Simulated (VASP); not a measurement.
# ZnS (F-43m) in VASP: a series of runs

The runs below take ZnS through relaxation of cell and atoms, relaxation of the atoms, with r2SCAN.

Program: VASP 6.6.1. These are calculated values, not measurements. Logs are shortened: lines on timing, memory, paths and dates and some standing lists are left out, and cuts for length are marked.

**Measured values to compare with.**

From “Electronic, vibrational, and thermodynamic properties of ZnS (zincblende and rocksalt structure)”, 2009, arxiv:0911.5022, for a bulk crystal of ZnS at 19 K: band gap 3.85 eV (direct).

The runs below are set against these values where they give the same quantity.

## (1) Starting point

It takes space group F-43m (No. 216, cubic). Conventional cell: a = 5.388 Å, b = 5.388 Å, c = 5.388 Å, α = 90.00°, β = 90.00°, γ = 90.00°. Around Zn (site symmetry -43m) lie 4 S at 2.33 Å. S (site symmetry -43m) is surrounded by 4 Zn at 2.33 Å.

## (2) Relaxation of cell and atoms, r2SCAN

INCAR

```
  ALGO = Normal
  EDIFF = 1E-7
  EDIFFG = -0.005
  ENCUT = 600
  IBRION = 2
  ISIF = 3
  ISMEAR = 0
  LASPH = True
  LCHARG = False
  LMIXTAU = True
  LREAL = False
  LWAVE = False
  METAGGA = R2SCAN
  NELM = 80
  NSW = 90
  PREC = Accurate
  SIGMA = 0.03
```

KPOINTS

```
k-points
0
Gamma
  10 10 10
```

POSCAR

```
ZnS                                     
1.0
    0.0000000000      2.6940199531      2.6940199531
    2.6940199531      0.0000000000      2.6940199531
    2.6940199531      2.6940199531     -0.0000000000
  Zn              S             
     1     1
Direct
     0.2500000000000000    0.2500000000000000    0.2500000000000000
     0.0000000000000000    0.0000000000000000    0.0000000000000000
```

Potentials or basis: VASP PAW PBE potentials, release 64 (Zn, S).

The run is started by

```sh
> cat potpaw_PBE.64/Zn/POTCAR potpaw_PBE.64/S/POTCAR > POTCAR
> mpirun -np 1 vasp_std > vasp.out
```

OUTCAR:

```text
EDIFF = 1E-7
   EDIFFG = -0.005
   ENCUT = 600
   IBRION = 2
   ISIF = 3
   ISMEAR = 0
   LASPH = True
   LREAL = False
   METAGGA = R2SCAN
   NELM = 80
   NSW = 90
   PREC = Accurate

 ion  position               nearest neighbor table
   1  0.250  0.250  0.250-   2 2.33   2 2.33   2 2.33   2 2.33
   2  0.000  0.000  0.000-   1 2.33   1 2.33   1 2.33   1 2.33

  LATTYP: Found a face centered cubic cell.
 ALAT       =     5.3880399062

  Lattice vectors:

 A1 = (   0.0000000000,   2.6940199531,   2.6940199531)
 A2 = (   2.6940199531,   0.0000000000,   2.6940199531)
 A3 = (   2.6940199531,   2.6940199531,   0.0000000000)

Analysis of symmetry for initial positions (statically):
=====================================================================
 Subroutine PRICEL returns:
 Original cell was already a primitive cell.

 Routine SETGRP: Setting up the symmetry group for a
 face centered cubic supercell.

 Subroutine GETGRP returns: Found 24 space group operations
 (whereof 24 operations were pure point group operations)
 out of a pool of 48 trial point group operations.

The static configuration has the point symmetry T_d .

Analysis of symmetry for dynamics (positions and initial velocities):
=====================================================================
 Subroutine PRICEL returns:
 Original cell was already a primitive cell.

 Routine SETGRP: Setting up the symmetry group for a
 face centered cubic supercell.

 Subroutine GETGRP returns: Found 24 space group operations
 (whereof 24 operations were pure point group operations)
 out of a pool of 48 trial point group operations.

The dynamic configuration has the point symmetry T_d .

 Subroutine INISYM returns: Found 24 space group operations
 (whereof 24 operations are pure point group operations),
 and found     1 'primitive' translations

----------------------------------------------------------------------------------------

                                     Primitive cell

  volume of cell :      39.1050

  direct lattice vectors                    reciprocal lattice vectors
     0.000000000  2.694019953  2.694019953    -0.185596250  0.185596250  0.185596250
     2.694019953  0.000000000  2.694019953     0.185596250 -0.185596250  0.185596250
     2.694019953  2.694019953  0.000000000     0.185596250  0.185596250 -0.185596250

  length of vectors
     3.809919555  3.809919555  3.809919555     0.321462134  0.321462134  0.321462134

  position of ions in fractional coordinates (direct lattice)
     0.250000000  0.250000000  0.250000000
     0.000000000  0.000000000  0.000000000

  ion indices of the primitive-cell ions
   primitive index   ion index
                 1           1
                 2           2

----------------------------------------------------------------------------------------

 KPOINTS: k-points

Automatic generation of k-mesh.
 Grid dimensions read from file:
 generate k-points for:   10   10   10

 Generating k-lattice:

  Cartesian coordinates                     Fractional coordinates (reciprocal lattice)
    -0.018559625  0.018559625  0.018559625     0.100000000  0.000000000  0.000000000
     0.018559625 -0.018559625  0.018559625     0.000000000  0.100000000  0.000000000
     0.018559625  0.018559625 -0.018559625     0.000000000  0.000000000  0.100000000

  Length of vectors
     0.032146213  0.032146213  0.032146213

  Shift w.r.t. Gamma in fractional coordinates (k-lattice)
     0.000000000  0.000000000  0.000000000

 Subroutine IBZKPT returns following result:
 ===========================================

 Found     47 irreducible k-points:

 Following reciprocal coordinates:
            Coordinates               Weight
  0.000000  0.000000  0.000000      1.000000
  0.100000  0.000000  0.000000      8.000000
  0.200000  0.000000  0.000000      8.000000
  0.300000  0.000000  0.000000      8.000000
  0.400000  0.000000  0.000000      8.000000
  0.500000  0.000000  0.000000      4.000000
[... 16 lines left out ...]
  0.300000  0.300000  0.000000      6.000000
  0.400000  0.300000  0.000000     24.000000
 [... further k-points ...]
   k-points           NKPTS =     47   k-points in BZ     NKDIM =     47   number of bands    NBANDS=     13
   number of dos      NEDOS =    301   number of ions     NIONS =      2
   total plane-waves  NPLWV =  27000
   dimension x,y,z NGX =    30 NGY =   30 NGZ =   30
   dimension x,y,z NGXF=    60 NGYF=   60 NGZF=   60
   ions per type =               1   1
   NGX,Y,Z   is equivalent  to a cutoff of  13.09, 13.09, 13.09 a.u.
   NGXF,Y,Z  is equivalent  to a cutoff of  26.18, 26.18, 26.18 a.u.
 SYSTEM =  unknown system
   PREC   = accura    normal or accurate (medium, high low for compatibility)
   ISTART =      0    job   : 0-new  1-cont  2-samecut
   ICHARG =      2    charge: 1-file 2-atom 10-const
   ISPIN  =      1    spin polarized calculation?
   LNONCOLLINEAR =      F non collinear calculations
   LSORBIT =      F    spin-orbit coupling
   LASPH  =      T    aspherical Exc in radial PAW
   ENCUT  =  600.0 eV  44.10 Ry    6.64 a.u.   7.61  7.61  7.61*2*pi/ulx,y,z
   NELM   =     80;   NELMIN=  2; NELMDL= -5     # of ELM steps
   EDIFF  = 0.1E-06   stopping-criterion for ELM
   LREAL  =      F    real-space projection
   EDIFFG = -.5E-02   stopping-criterion for IOM
   NSW    =     90    number of steps for IOM
   IBRION =      2    ionic relax: 0-MD 1-quasi-New 2-CG
   NFREE  =      1    steps in history (QN), initial steepest desc. (CG)
   ISIF   =      3    stress and relaxation
   ISYM   =      2    0-nonsym 1-usesym 2-fastsym
   POTIM  = 0.5000    time-step for ionic-motion
   TEBEG  =    0.0;   TEEND  =   0.0 temperature during run
   PSTRESS=    0.0 pullay stress
   NELECT =      18.0000    total number of electrons
   NUPDOWN=      -1.0000    fix difference up-down
   EMIN   =  10.00;   EMAX   =-10.00  energy-range for DOS
   EFERMI =   0.00;   METHOD = LEGACY
   ISMEAR =     0;   SIGMA  =   0.03  broadening in eV -4-tet -1-fermi 0-gaus
   EFERMI_NEDOS =   21; number of points for ismear=-14 and -15
   IALGO  =     38    algorithm
   IMIX   =      4    mixing-type and parameters
     AMIX     =   0.40;   BMIX     =  1.00
     AMIX_MAG =   1.60;   BMIX_MAG =  1.00
  volume/ion in A,a.u.               =      19.55       131.95
  Fermi-wavevector in a.u.,A,eV,Ry     =   1.264023  2.388656 21.738753  1.597753
  Thomas-Fermi vector in A             =   2.397349
   LORBIT       =      0    0 simple, 1 ext, 2 COOP (PROOUT), +10 PAW based schemes
   METAGGA = R2SCAN    functional components
   LHFCALC =     F    Hartree Fock is set to
   AEXX    =    0.0000 exact exchange contribution
   IVDW    =     0    specifies the selected vdW correction
   LEPSILON=     F    determine dielectric tensor
   LRPA    =     F    only Hartree local field effects (RPA)
 conjugate gradient relaxation of ions
 non-spin polarized calculation
 Gauss-broadening in eV      SIGMA  =   0.03
  energy-cutoff  :      600.00
  volume of cell :       39.11
 maximum number of plane-waves:      1326
   NGX = 15   NGY = 15   NGZ = 15

 number of electron      18.0000017 magnetization

 Free energy of the ion-electron system (eV)
  ---------------------------------------------------
  ext. energy  EPLUGINS =         0.00000000
  ---------------------------------------------------
  free energy    TOTEN  =       -18.86784316 eV

  energy without entropy =      -18.86784316  energy(sigma->0) =      -18.86784316

 E-fermi :   2.0796     XC(G=0): -10.3290

 val. band max:        1.9139976627   @ k =   0.0000   0.0000   0.0000
 cond. band min:       4.6308416941   @ k =   0.0000   0.0000   0.0000
 fundamental gap:      2.7168440314
 Fermi energy:         2.0796119510

 k-point     1 :       0.0000    0.0000    0.0000
  band No.  band energies     occupation
      1     -11.8252      2.00000
      2      -4.6213      2.00000
      3      -4.6212      2.00000
      4      -4.6212      2.00000
      5      -4.0643      2.00000
      6      -4.0643      2.00000
      7       1.9140      2.00000
      8       1.9140      2.00000
      9       1.9140      2.00000
     10       4.6308      0.00000
     11       8.8102      0.00000
     12       8.8104      0.00000
     13       8.8104      0.00000

 k-point     2 :       0.1000    0.0000    0.0000
  band No.  band energies     occupation
      1     -11.7467      2.00000
      2      -4.6202      2.00000
      3      -4.6065      2.00000
      4      -4.6065      2.00000
      5      -4.0655      2.00000
      6      -4.0655      2.00000
      7       1.1496      2.00000
      8       1.8135      2.00000
      9       1.8135      2.00000
     10       5.2120      0.00000
     11       8.7184      0.00000
     12       8.9891      0.00000
     13       8.9893      0.00000

 k-point     3 :       0.2000    0.0000    0.0000
  band No.  band energies     occupation
      1     -11.5303      2.00000
      2      -4.5987      2.00000
      3      -4.5696      2.00000
      4      -4.5696      2.00000
      5      -4.0655      2.00000
      6      -4.0655      2.00000
      7      -0.2431      2.00000
      8       1.5687      2.00000
      9       1.5687      2.00000
     10       5.8624      0.00000
     11       8.9732      0.00000
     12       9.3390      0.00000
     13       9.3391      0.00000
[... 305 lines left out ...]
 k-point    23 :       0.3000    0.3000    0.0000
  band No.  band energies     occupation
      1     -11.0389      2.00000
      2      -4.6628      2.00000
      3      -4.4063      2.00000
      4      -4.4063      2.00000
      5      -4.0966      2.00000
      6      -4.0122      2.00000
      7      -1.2406      2.00000
      8       0.2974      2.00000
      9       0.2975      2.00000
     10       6.4350      0.00000
     11       6.9697      0.00000
     12      11.5941      0.00000
     13      11.8704      0.00000

 k-point    24 :       0.4000    0.3000    0.0000
  band No.  band energies     occupation
      1     -10.8298      2.00000
      2      -4.6236      2.00000
      3      -4.3574      2.00000
      4      -4.3457      2.00000
      5      -4.0421      2.00000
      6      -4.0043      2.00000
      7      -1.8938      2.00000
      8      -0.1423      2.00000
      9       0.0683      2.00000
     10       6.3394      0.00000
     11       7.0694      0.00000
     12      11.3372      0.00000
     13      12.3154      0.00000

 [... further k-points ...]
[... 5 lines left out ...]
  --------------------------------------------------------------------------------------
  -------------------------------------------------------------------------------------
  Total        0.0074195      0.0074195      0.0074195     -0.0000000      0.0000000     -0.0000000
  in kB        0.3039855      0.3039855      0.3039855     -0.0000000      0.0000000     -0.0000000
  external PRESSURE =       0.3039855 kB  Pullay stress =       0.0000000 kB

 VOLUME and BASIS-vectors are now :
 -----------------------------------------------------------------------------
  energy-cutoff  :      600.00
  volume of cell :       39.11
      direct lattice vectors                 reciprocal lattice vectors
     0.000000000  2.694019953  2.694019953    -0.185596250  0.185596250  0.185596250
     2.694019953  0.000000000  2.694019953     0.185596250 -0.185596250  0.185596250
     2.694019953  2.694019953  0.000000000     0.185596250  0.185596250 -0.185596250

 POSITION                                       TOTAL-FORCE (eV/Angst)
 -----------------------------------------------------------------------------------
      1.34701      1.34701      1.34701        -0.000000     -0.000000     -0.000000
      0.00000      0.00000      0.00000         0.000000      0.000000      0.000000
 -----------------------------------------------------------------------------------
    total drift:                               -0.000019     -0.000019     -0.000019

  FREE ENERGIE OF THE ION-ELECTRON SYSTEM (eV)
  ---------------------------------------------------
  free  energy   TOTEN  =       -18.8678431582 eV

  energy  without entropy=      -18.8678431582  energy(sigma->0) =      -18.86784316

 reached required accuracy - stopping structural energy minimisation
```

Run time: 2.5 min. Hardware: 1 thread of Intel Xeon Platinum 8259CL at 2.50GHz (Skylake/Cascade Lake), shared host; peak memory 0.18 GiB.

Results:

- Free energy: -18.8678 eV
- Pressure after relaxing: 0.0 GPa
- Band gap on the k mesh: 2.72 eV, direct

Final structure:
```cif
data_structure
_symmetry_space_group_name_H-M 'P 1'
_symmetry_Int_Tables_number 1
_cell_length_a 3.8099
_cell_length_b 3.8099
_cell_length_c 3.8099
_cell_angle_alpha 60.000
_cell_angle_beta 60.000
_cell_angle_gamma 60.000
_cell_volume 39.11
loop_
_atom_site_label
_atom_site_type_symbol
_atom_site_fract_x
_atom_site_fract_y
_atom_site_fract_z
_atom_site_occupancy
Zn1 Zn 0.25000 0.25000 0.25000 1
S1 S 0.00000 0.00000 0.00000 1
```

Caveat: the relaxation stopped at its first step, so nothing moved; the PAW data sets were made with another functional, which shifts forces and pressure a little. r2SCAN opens gaps a little over a GGA but as a rule still falls short of measured ones.

## (3) Relaxation of the atoms, r2SCAN (a relaxed cell with its volume scaled by 0.94)

INCAR

```
  ALGO = Normal
  EDIFF = 1E-7
  EDIFFG = -0.01
  ENCUT = 600
  IBRION = 2
  ISIF = 2
  ISMEAR = 0
  LASPH = True
  LCHARG = False
  LMIXTAU = True
  LREAL = False
  LWAVE = False
  METAGGA = R2SCAN
  NELM = 80
  NSW = 40
  PREC = Accurate
  SIGMA = 0.03
```

KPOINTS is that of step 2.

POSCAR

```
ZnS                                     
1.0
    0.0000000000      2.6390245227      2.6390245227
    2.6390245227      0.0000000000      2.6390245227
    2.6390245227      2.6390245227      0.0000000000
  Zn              S             
     1     1
Direct
     0.2500000000000000    0.2500000000000000    0.2500000000000000
     0.0000000000000000    0.0000000000000000    0.0000000000000000
```

Potentials or basis: VASP PAW PBE potentials, release 64 (Zn, S).

The run is started by

```sh
> cat potpaw_PBE.64/Zn/POTCAR potpaw_PBE.64/S/POTCAR > POTCAR
> mpirun -np 1 vasp_std > vasp.out
```

Run time: 2.5 min. Hardware: 1 thread of Intel Xeon Platinum 8259CL at 2.50GHz (Skylake/Cascade Lake), shared host; peak memory 0.18 GiB.

It converged, with:

```
Free energy             : -18.8286 eV
Pressure after relaxing : 5.7 GPa
Band gap on the k mesh  : 3.01 eV, direct
```

Final structure:
```
CELL_PARAMETERS angstrom
0.00000 2.63902 2.63902
2.63902 0.00000 2.63902
2.63902 2.63902 0.00000
ATOMIC_POSITIONS crystal
Zn 0.25000 0.25000 0.25000
S 0.00000 0.00000 0.00000
```

Levels at points of the mesh, in eV from the valence-band top:
```
           k point  band 5  band 6  band 7  band 8  band 9  band 10  band 11  band 12  band 13
(0.00, 0.00, 0.00)   -6.17   -6.17    0.00    0.00    0.00     3.01     6.84     6.84     6.84
(0.50, 0.00, 0.00)   -6.14   -5.99   -5.86   -1.00   -1.00     3.96     7.34     7.34     9.69
(0.50, 0.50, 0.00)   -6.08   -5.93   -4.91   -2.56   -2.56     3.56     4.45    12.34    13.32
```

Caveat: the relaxation stopped at its first step, so nothing moved; the PAW data sets were made with another functional, which shifts forces and pressure a little.

(Continued in part 2 of 2.)
